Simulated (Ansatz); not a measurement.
Input and command of a plane-wave DFT calculation in Ansatz:

```yaml
crystal:
  lattice:
    - [4.6255804191, 0.0, 0.0]
    - [0.0, 6.5415585626, 0.0]
    - [0.0, 0.0, 24.2511608383]
  atoms:
    - { symbol: Sn, position: [0.5, 0.0, 0.3092635462] }
    - { symbol: Sn, position: [0.0, 0.25, 0.3092635462] }
    - { symbol: Sn, position: [0.0, 0.5, 0.4046317731] }
    - { symbol: Sn, position: [0.5, 0.75, 0.4046317731] }
    - { symbol: Sn, position: [0.5, 0.0, 0.5] }
    - { symbol: Sn, position: [0.0, 0.25, 0.5] }
    - { symbol: Sn, position: [0.0, 0.5, 0.5953682269] }
    - { symbol: Sn, position: [0.5, 0.75, 0.5953682269] }
    - { symbol: Sn, position: [0.5, 0.0, 0.6907364538] }
    - { symbol: Sn, position: [0.0, 0.25, 0.6907364538] }
basis:
  ecutwfc: 420
kpoints:
  mp_grid: { grid: [8, 6, 1] }
hamiltonian:
  xc: pbesol
scf:
  occupations: { method: gaussian, width: 0.1 }
  max_iter: 69
output:
  forces: true
  stress: true
  eigenvalues: true
efield:
  axis: 3
  dipole_correction: true
  ramp_width: 0.04
  amplitude: 1.5
```

```bash
ansatz run input.yaml --threads 1 --pin off --max-ram 2560MiB --backend cpu --events-out ev --progress --plain --runs-dir out
```

Processor: Arm Neoverse V2, 1 thread, on a host shared with other jobs.

Question: How long does it run, and how much memory does it take?

Answer: About 3.3 min on 1 thread of Arm Neoverse V2 (shared host), peak memory 1.2 GiB. It solves 84 bands at 20 k points (the mesh reduced by the symmetry that the task leaves, which can be less than the crystal's) with about 14331 plane waves, in 14 SCF iterations.
